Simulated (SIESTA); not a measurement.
Wanted: the native input for a SIESTA 5.4.2 run.

* Task: band structure
* Functional: PBE
* Potentials or basis: Ansatz (PBE files)
* Basis: DZP (energy shift 0.003 Ry; two zetas on semicore shells)
* Grid cutoff: 800 Ry
* Energy shift: 0.003 Ry
* k mesh: 12 × 12 × 12
* Occupations: fermi-dirac, width 0.05 eV
* Spin: no spin polarisation

Rh:

```xyz
1
Lattice="0.0000 1.8979 1.8979 1.8979 0.0000 1.8979 1.8979 1.8979 0.0000" Properties=species:S:1:pos:R:3 pbc="T T T"
Rh    0.0000    0.0000    0.0000
```

One way to write it, as run:

Rh.fdf

```
SystemName                      Rhodium
SystemLabel                     Rh
NumberOfSpecies                 1
NumberOfAtoms                   1
%block ChemicalSpeciesLabel
  1  45 Rh
%endblock ChemicalSpeciesLabel

LatticeConstant                 1.0 Ang
%block LatticeVectors
     0.0000000000     1.8978500000     1.8978500000
     1.8978500000     0.0000000000     1.8978500000
     1.8978500000     1.8978500000     0.0000000000
%endblock LatticeVectors
AtomicCoordinatesFormat         Ang
%block AtomicCoordinatesAndAtomicSpecies
     0.0000000000     0.0000000000     0.0000000000  1
%endblock AtomicCoordinatesAndAtomicSpecies

%block kgrid.MonkhorstPack
   12   0   0  0.0
    0  12   0  0.0
    0   0  12  0.0
%endblock kgrid.MonkhorstPack
XC.Functional                   GGA
XC.Authors                      PBE
PAO.BasisSize                   DZP
PAO.EnergyShift                 0.003 Ry
Mesh.Cutoff                     800 Ry
OccupationFunction              FD
ElectronicTemperature           0.05 eV
MaxSCFIterations                120
SCF.MustConverge                false
SCF.Mixer.Method                Pulay
SCF.Mixer.Weight                0.25
SCF.Mixer.History               8
SCF.DM.Tolerance                5.0e-05
SCF.H.Tolerance                 1.0e-03 eV
WriteForces                     true
Charge.Mulliken                 end
BandLinesScale                  ReciprocalLatticeVectors
%block BandLines
    1    0.000000   0.000000   0.000000  \Gamma
   12    0.500000   0.000000   0.500000  X
    6    0.500000   0.250000   0.750000  W
    4    0.375000   0.375000   0.750000  K
   13    0.000000   0.000000   0.000000  \Gamma
   11    0.500000   0.500000   0.500000  L
    8    0.625000   0.250000   0.625000  U
    4    0.500000   0.250000   0.750000  W
    9    0.500000   0.500000   0.500000  L
    8    0.375000   0.375000   0.750000  K
    1    0.625000   0.250000   0.625000  U
    4    0.500000   0.000000   0.500000  X
%endblock BandLines
%block PAO.Basis
  Rh 5
  n=4 0 2
    2.902 0.000
  n=5 0 2
    8.446 0.000
  n=4 1 2
    3.313 0.000
  n=5 1 1
    8.446
  n=4 2 2
    5.624 0.000
%endblock PAO.Basis
```

Potentials or basis: Ansatz (PBE files), DZP (energy shift 0.003 Ry; two zetas on semicore shells).

The run is started by

```sh
$ siesta Rh.fdf > Rh.out 2>&1
```

It gave:

- Pressure: 11.7 GPa
- Band gap on the k mesh: none (metal or under the smearing width)

Caveat: the basis of atomic orbitals isn't converged, which shifts pressures, moduli and gaps.

It took 27 s on 1 thread of Intel(R) Xeon(R) 6975P-C (Granite Rapids) (shared host), peak memory 0.24 GiB.
